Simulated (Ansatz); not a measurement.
**NbN: levels along high-symmetry lines**

```
Nb N
1.0
     0.00000    2.19450    2.19450
     2.19450    0.00000    2.19450
     2.19450    2.19450    0.00000
Nb N
1 1
Direct
  0.50000 0.50000 0.50000
  0.00000 0.00000 0.00000
```

Atoms are numbered in the order listed.

The conventional cell has a = 4.389 Å, b = 4.389 Å, c = 4.389 Å, α = 90.00°, β = 90.00°, γ = 90.00°. Around Nb (atom 1) lie 6 N at 2.19 Å. N (atom 2) is surrounded by 6 Nb at 2.19 Å.

The cell comes from COD entry 1538667, which wasn't checked; take it as a given geometry.

These are results of Ansatz 0.2.0, DFT, LDA, all-electron LAPW, scalar-relativistic, not measurements.

Sampling and basis: a Γ-centred 13×13×13 k mesh, Fermi–Dirac smearing of 0.08 eV, basis error target 0.25 meV/atom, no spin polarisation.

Points in fractions of the reciprocal vectors of this cell: Γ (0, 0, 0), X (0.5, 0, 0.5), U (0.625, 0.25, 0.625), K (0.375, 0.375, 0.75), L (0.5, 0.5, 0.5), W (0.5, 0.25, 0.75). The path joins them by straight lines in the order Γ–X–U–K–Γ–L–W–X; legs that retrace an earlier one aren't tabulated. Energies are in eV from the Fermi level.

(1) List the levels at K between -8 and 6 eV.

(2) List the levels at W between -8 and 6 eV.

(3) List the levels at Γ between -8 and 6 eV.

(4) What is the band gap?

## Answers

(1) -6.84, -5.98, -5.66, -1.93, 2.02, 2.19, 4.15, 4.43.

(2) -6.73, -6.03 (×2), -0.12 (×2), 2.85, 3.52, 4.56.

(3) -3.35 (×3), -2.04 (×3), -0.19 (×2), 3.35.

(4) none: bands cross the Fermi level, a metal.
